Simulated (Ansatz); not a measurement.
## Magnesium (fcc) across density functionals

All rows: Ansatz, plane waves with scalar-relativistic PAW, 420 eV (500 eV for the SCAN forms), relaxed under each functional, no dispersion correction, no zero-point motion. B₀ comes from uniform scaling at fixed shape; a dash is a value not given.

```json
{"functional": "PBE", "V (Å³/atom)": "23.16", "cell": "a = 4.525 Å", "B₀ (GPa)": "35", "magnetic state": "spin not included", "ΔE to hcp (meV/atom)": "11"}
{"functional": "r²SCAN", "V (Å³/atom)": "22.71", "cell": "a = 4.495 Å", "B₀ (GPa)": "39", "magnetic state": "spin not included", "ΔE to hcp (meV/atom)": "17"}
{"functional": "PBEsol", "V (Å³/atom)": "22.67", "cell": "a = 4.493 Å", "B₀ (GPa)": "36", "magnetic state": "spin not included", "ΔE to hcp (meV/atom)": "12"}
{"functional": "LDA", "V (Å³/atom)": "21.78", "cell": "a = 4.433 Å", "B₀ (GPa)": "39", "magnetic state": "spin not included", "ΔE to hcp (meV/atom)": "12"}
{"functional": "RPBE", "V (Å³/atom)": "23.89", "cell": "a = 4.572 Å", "B₀ (GPa)": "34", "magnetic state": "spin not included", "ΔE to hcp (meV/atom)": "13"}
{"functional": "BLYP", "V (Å³/atom)": "23.72", "cell": "a = 4.561 Å", "B₀ (GPa)": "30", "magnetic state": "spin not included", "ΔE to hcp (meV/atom)": "11"}
```

Q: What does revPBE give?

A: V (Å³/atom): 23.75; cell: a = 4.563 Å; B₀ (GPa): 34; magnetic state: spin not included; ΔE to hcp (meV/atom): 13.
